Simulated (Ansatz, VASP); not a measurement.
Si2C in VASP and in Ansatz

```
CELL_PARAMETERS angstrom
2.72992 0.00000 0.00000
0.00000 2.72992 0.00000
0.00000 0.00000 4.77448
ATOMIC_POSITIONS crystal
Si 0.50000 0.50000 0.24148
Si 0.50000 0.50000 0.75852
C 0.00000 0.00000 0.00000
```

Change from the starting cell: species swapped into the Ga2Cu type (P4/mmm, No. 123).

Alike in both runs: functional PBE; k mesh 6 × 6 × 4; occupations gaussian, width 0.1 eV; no spin polarisation.

Ansatz relaxed the structure, and its values are those at the end. VASP's run is a single point on that final structure, the one shown.

```csv
,VASP,Ansatz
version,VASP 6.6.1,Ansatz 0.2.0
potentials or method,"VASP PAW PBE potentials, release 64 (Si, C)","scalar-relativistic, plane waves, PAW"
plane-wave cutoff (eV),520,420
valence electrons in the cell,12,12
```

|  | VASP | Ansatz | Ansatz less VASP |
| --- | --- | --- | --- |
| gap on the k mesh at the Fermi level (eV) | none | none | - |
| pressure (GPa) | 0.0 | 0.0 | 0.00 |
| rms of the force components (eV/Å) | 0.001 | 0.006 | +0.0050 |

A gap of «none» marks a metal or a gap that the smearing closes.

Caveats: the k mesh is coarse (spacing up to 0.38 Å⁻¹), so the values aren't converged.
